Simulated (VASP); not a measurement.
# ZrC (Fm-3m) in VASP: a series of runs

One crystal, ZrC, is run at these levels: PBE; tasks: relaxation of cell and atoms.

All numbers are computed with VASP 6.6.1; they aren't measurements. Logs are shortened: lines on timing, memory, paths and dates and some standing lists are left out, and cuts for length are marked.

### 1 The structure

The structure is cubic, space group Fm-3m (No. 225). Conventional cell: a = 4.730 Å, b = 4.730 Å, c = 4.730 Å, α = 90.00°, β = 90.00°, γ = 90.00°. Zr (site symmetry m-3m) is surrounded by 6 C at 2.37 Å. C (site symmetry m-3m) has 6 Zr at 2.37 Å as nearest neighbours.

### 2 Relaxation of cell and atoms, PBE

Contents of INCAR:

```
PREC = Accurate ; ENCUT = 520
EDIFF = 1E-7 ; ISMEAR = 0
SIGMA = 0.1 ; LREAL = False
LASPH = True ; NELM = 100
ALGO = Normal ; ISIF = 3
LWAVE = False ; LCHARG = False
GGA = PE ; IBRION = 2
NSW = 80 ; EDIFFG = -0.002
```

Contents of KPOINTS:

```
regular mesh
0
Gamma
  16 16 16
```

Contents of POSCAR:

```
ZrC
1.0
    0.0000000000      2.3650000000      2.3650000000
    2.3650000000      0.0000000000      2.3650000000
    2.3650000000      2.3650000000      0.0000000000
Zr C
1 1
Direct
    0.5000000000      0.5000000000      0.5000000000
    0.0000000000      0.0000000000      0.0000000000
```

Potentials or basis: VASP PAW PBE potentials, release 64 (Zr_sv, C).

Command:

```
> cat potpaw_PBE.64/Zr_sv/POTCAR potpaw_PBE.64/C/POTCAR > POTCAR
> mpirun -np 1 vasp_std > vasp.out
```

OUTCAR:

```text
PREC = Accurate
   ENCUT = 520
   EDIFF = 1E-7
   ISMEAR = 0
   LREAL = False
   LASPH = True
   NELM = 100
   ISIF = 3
   GGA = PE
   IBRION = 2
   NSW = 80
   EDIFFG = -0.002

 ion  position               nearest neighbor table
   1  0.500  0.500  0.500-   2 2.37   2 2.37   2 2.37   2 2.37   2 2.37   2 2.37
   2  0.000  0.000  0.000-   1 2.37   1 2.37   1 2.37   1 2.37   1 2.37   1 2.37

  LATTYP: Found a face centered cubic cell.
 ALAT       =     4.7300000000

  Lattice vectors:

 A1 = (   0.0000000000,   2.3650000000,   2.3650000000)
 A2 = (   2.3650000000,   0.0000000000,   2.3650000000)
 A3 = (   2.3650000000,   2.3650000000,   0.0000000000)

Analysis of symmetry for initial positions (statically):
=====================================================================
 Subroutine PRICEL returns:
 Original cell was already a primitive cell.

 Routine SETGRP: Setting up the symmetry group for a
 face centered cubic supercell.

 Subroutine GETGRP returns: Found 48 space group operations
 (whereof 48 operations were pure point group operations)
 out of a pool of 48 trial point group operations.

The static configuration has the point symmetry O_h .

Analysis of symmetry for dynamics (positions and initial velocities):
=====================================================================
 Subroutine PRICEL returns:
 Original cell was already a primitive cell.

 Routine SETGRP: Setting up the symmetry group for a
 face centered cubic supercell.

 Subroutine GETGRP returns: Found 48 space group operations
 (whereof 48 operations were pure point group operations)
 out of a pool of 48 trial point group operations.

The dynamic configuration has the point symmetry O_h .

 Subroutine INISYM returns: Found 48 space group operations
 (whereof 48 operations are pure point group operations),
 and found     1 'primitive' translations

----------------------------------------------------------------------------------------

                                     Primitive cell

  volume of cell :      26.4560

  direct lattice vectors                    reciprocal lattice vectors
     0.000000000  2.365000000  2.365000000    -0.211416490  0.211416490  0.211416490
     2.365000000  0.000000000  2.365000000     0.211416490 -0.211416490  0.211416490
     2.365000000  2.365000000  0.000000000     0.211416490  0.211416490 -0.211416490

  length of vectors
     3.344615075  3.344615075  3.344615075     0.366184103  0.366184103  0.366184103

  position of ions in fractional coordinates (direct lattice)
[... 103 lines left out ...]
   LORBIT       =      0    0 simple, 1 ext, 2 COOP (PROOUT), +10 PAW based schemes
   GGA     = PE    functional components
   LHFCALC =     F    Hartree Fock is set to
   AEXX    =    0.0000 exact exchange contribution
   IVDW    =     0    specifies the selected vdW correction
   LEPSILON=     F    determine dielectric tensor
   LRPA    =     F    only Hartree local field effects (RPA)
 conjugate gradient relaxation of ions
 non-spin polarized calculation
 Gauss-broadening in eV      SIGMA  =   0.10
  energy-cutoff  :      520.00
  volume of cell :       26.46
 maximum number of plane-waves:       728
 NGX is ok and might be reduce to    28
   NGX = 13   NGY = 13   NGZ = 13

--------------------------------------- Ionic step        1  -------------------------------------------

 number of electron      16.0000000 magnetization

 Free energy of the ion-electron system (eV)
  ---------------------------------------------------
  ext. energy  EPLUGINS =         0.00000000
  ---------------------------------------------------
  free energy    TOTEN  =       -19.45963227 eV

  energy without entropy =      -19.45762932  energy(sigma->0) =      -19.45863080

------------------------ aborting loop because EDIFF is reached ----------------------------------------

  FORCE on cell =-STRESS in cart. coord.  units (eV):
  Direction    XX          YY          ZZ          XY          YZ          ZX
  --------------------------------------------------------------------------------------
  -------------------------------------------------------------------------------------
  Total       -0.4451359     -0.4451359     -0.4451359     -0.0000000      0.0000000      0.0000000
  in kB      -26.9575119    -26.9575119    -26.9575119     -0.0000000      0.0000000      0.0000000
  external PRESSURE =     -26.9575119 kB  Pullay stress =       0.0000000 kB
[... 59 lines left out ...]
--------------------------------------- Ionic step        3  -------------------------------------------

 number of electron      16.0000000 magnetization

 Free energy of the ion-electron system (eV)
  ---------------------------------------------------
  ext. energy  EPLUGINS =         0.00000000
  ---------------------------------------------------
  free energy    TOTEN  =       -19.46244006 eV

  energy without entropy =      -19.46049739  energy(sigma->0) =      -19.46146872

 E-fermi :   9.5292     XC(G=0): -12.1019

 val. band max:        9.5213093170   @ k =   0.3125   0.2500   0.0000
 cond. band min:       9.5303766280   @ k =   0.4375   0.4375   0.0000
 fundamental gap:      0.0090673110
 Fermi energy:         9.5291574212

 k-point     1 :       0.0000    0.0000    0.0000
  band No.  band energies     occupation
      1     -38.5899      2.00000
      2     -16.3045      2.00000
      3     -16.3045      2.00000
      4     -16.3045      2.00000
      5      -1.7443      2.00000
      6      10.4729      0.00000
      7      10.4729      0.00000
      8      10.4729      0.00000
      9      10.6317      0.00000
     10      10.6317      0.00000
     11      10.6317      0.00000
     12      12.3338      0.00000
[... 331 lines left out ...]
 k-point    24 :      -0.0625    0.0625    0.0000
  band No.  band energies     occupation
      1     -38.5802      2.00000
      2     -16.3858      2.00000
      3     -16.3261      2.00000
      4     -16.3061      2.00000
      5      -1.5136      2.00000
      6       9.1518      2.00000
      7       9.3644      1.98020
      8       9.5093      1.22161
      9      10.7736      0.00000
     10      11.3906      0.00000
     11      11.4742      0.00000
     12      12.9528      0.00000

 [... further k-points ...]

------------------------ aborting loop because EDIFF is reached ----------------------------------------

  FORCE on cell =-STRESS in cart. coord.  units (eV):
  Direction    XX          YY          ZZ          XY          YZ          ZX
  --------------------------------------------------------------------------------------
  -------------------------------------------------------------------------------------
  Total       -0.0010685     -0.0010685     -0.0010685      0.0000000      0.0000000      0.0000000
  in kB       -0.0655214     -0.0655214     -0.0655214      0.0000000      0.0000000      0.0000000
  external PRESSURE =      -0.0655214 kB  Pullay stress =       0.0000000 kB
[... 17 lines left out ...]
  FREE ENERGIE OF THE ION-ELECTRON SYSTEM (eV)
  ---------------------------------------------------
  free  energy   TOTEN  =       -19.4624400572 eV

  energy  without entropy=      -19.4604973921  energy(sigma->0) =      -19.46146872

 reached required accuracy - stopping structural energy minimisation
```

OSZICAR:

```text
N       E                     dE             d eps       ncg     rms          rms(c)
DAV:   1     0.105165448519E+03    0.10517E+03   -0.89891E+03  3480   0.135E+03
DAV:   2    -0.155882832581E+02   -0.12075E+03   -0.11455E+03  4016   0.335E+02
[... 29 lines left out ...]
DAV:   4    -0.194617357940E+02   -0.76751E-03   -0.12472E-03  5152   0.296E-01    0.191E-01
DAV:   5    -0.194624162870E+02   -0.68049E-03   -0.99422E-04  5684   0.183E-01    0.261E-02
DAV:   6    -0.194624400788E+02   -0.23792E-04   -0.76583E-05  5364   0.772E-02    0.212E-02
DAV:   7    -0.194624384131E+02    0.16657E-05   -0.11629E-05  4380   0.444E-02    0.107E-02
DAV:   8    -0.194624401090E+02   -0.16960E-05   -0.94014E-07  3944   0.127E-02    0.100E-03
DAV:   9    -0.194624400572E+02    0.51780E-07   -0.20457E-08  1964   0.125E-03
   3 F= -.19462440E+02 E0= -.19461469E+02  d E =-.280779E-02
```

CONTCAR:

```text
ZrC
   1.00000000000000
     0.0000000000000000    2.3551928249848704    2.3551928249848704
     2.3551928249848704    0.0000000000000000    2.3551928249848704
     2.3551928249848704    2.3551928249848704   -0.0000000000000000
  Zr              C
     1     1
Direct
     0.5000000000000000    0.5000000000000000    0.5000000000000000
     0.0000000000000000    0.0000000000000000    0.0000000000000000

  0.00000000E+00  0.00000000E+00  0.00000000E+00
  0.00000000E+00  0.00000000E+00  0.00000000E+00
```

Wall time 54 s (1 thread of Intel Xeon 6975P-C (Granite Rapids), shared host); peak memory 0.2 GiB.

What came out:

- Free energy: -19.4624 eV
- Relaxed volume: 13.06 Å³/atom
- Relaxed cell: a = 3.331 Å, b = 3.331 Å, c = 3.331 Å, α = 60.00°, β = 60.00°, γ = 60.00°
- Space group after relaxing (to 0.05 Å): Fm-3m (No. 225)
- Energy gained by relaxing: 1.4 meV/atom
- Ionic steps: 3
- Pressure after relaxing: 0.0 GPa
- Band gap on the k mesh: none (metal or under the smearing width)

Step by step:
| step | energy change (eV) | largest force (eV/Å) | pressure (GPa) | volume (Å³) |
| --- | --- | --- | --- | --- |
| 1 | 0.0000 | 0.0000 | -2.70 | 26.46 |
| 2 | 0.0044 | 0.0000 | 4.58 | 25.61 |
| 3 | -0.0028 | 0.0000 | -0.01 | 26.13 |

Final structure:
```xyz
2
Lattice="0.0000 2.3552 2.3552 2.3552 0.0000 2.3552 2.3552 2.3552 0.0000" Properties=species:S:1:pos:R:3 pbc="T T T"
Zr    2.3552    2.3552    2.3552
C     0.0000    0.0000    0.0000
```

Levels at points of the mesh, in eV from the Fermi level:
| k point | band 5 | band 6 | band 7 | band 8 | band 9 | band 10 | band 11 | band 12 |
| --- | --- | --- | --- | --- | --- | --- | --- | --- |
| (0.00, 0.00, 0.00) | -11.27 | 0.94 | 0.94 | 0.94 | 1.10 | 1.10 | 1.10 | 2.80 |
| (0.50, 0.00, 0.00) | -8.23 | -5.26 | -2.90 | -2.90 | 4.48 | 4.48 | 5.30 | 6.51 |
| (0.50, 0.50, 0.00) | -10.11 | -2.06 | -1.73 | 0.06 | 0.06 | 4.43 | 5.63 | 5.63 |

(Continued in part 2 of 2.)
